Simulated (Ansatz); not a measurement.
Runs of Ansatz 0.2.0 on ZnCu. It takes space group Pm-3m (No. 221, cubic). The conventional cell has a = 2.945 Å, b = 2.945 Å, c = 2.945 Å, α = 90.00°, β = 90.00°, γ = 90.00°. Around Zn (site symmetry m-3m) lie 8 Cu at 2.55 Å. Cu (site symmetry m-3m) has 8 Zn at 2.55 Å as nearest neighbours. 

```csv
task,level,potentials or basis,cell,cutoff (eV),smearing,basis error allowed,gap on the mesh (eV),pressure (GPa),V0 of scaled cells (Å³/atom),B0 (GPa)
band structure,LDA,"all-electron LAPW, scalar-relativistic",as given,296,fermi-dirac 0.05 eV,0.001 eV/atom,-,(a),-,-
equation of state,PBE,"all-electron LAPW, scalar-relativistic",as given,-,fermi-dirac 0.05 eV,0.0005 eV/atom,-,-,(b),114
band structure,PBEsol,"all-electron LAPW, inner shells corrected to Dirac's equation",as given,295,fermi-dirac 0.05 eV,0.001 eV/atom,-,-4.4,-,-
band structure,PBEsol,"all-electron LAPW, scalar-relativistic",as given,295,fermi-dirac 0.05 eV,0.001 eV/atom,-,-4.5,-,-
band structure,PBEsol,all-electron PAW datasets made for the crystal,as given,300,fermi-dirac 0.05 eV,-,-,-4.4,-,-
band structure,PBEsol,"all-electron LAPW, non-relativistic",as given,295,fermi-dirac 0.05 eV,0.001 eV/atom,-,-1.0,-,-
band structure,PBE,"all-electron LAPW, scalar-relativistic",as given,295,fermi-dirac 0.05 eV,0.001 eV/atom,-,2.5,-,-
equation of state,PBEsol,"all-electron LAPW, scalar-relativistic",as given,-,fermi-dirac 0.05 eV,0.0005 eV/atom,-,-,12.32,136
single point,RPBE,"all-electron LAPW, scalar-relativistic",as given,295,gaussian 0.02 eV,0.001 eV/atom,none,6.8,-,-
band structure,PBEsol+D4,"all-electron LAPW, scalar-relativistic","atoms moved at random, drawn with an rms of 0.05 Å",323,gaussian 0.1 eV,0.001 eV/atom,-,-6.8,-,-
single point,PBE,"all-electron LAPW, scalar-relativistic",as given,295,gaussian 0.1 eV,0.001 eV/atom,none,2.5,-,-
```

Alike in all rows: no spin polarisation; k mesh 9 × 9 × 9.

**Question.** Estimate the missing entries.

**Answer.** (a) -9.6; (b) 13.04.

Caveats: pairwise dispersion overbinds metals, which lowers pressure and volume (some runs).

A k mesh can miss the band edges.

A gap of «none» marks a metal or a gap under the smearing width.

Not every run made on this cell is shown here.
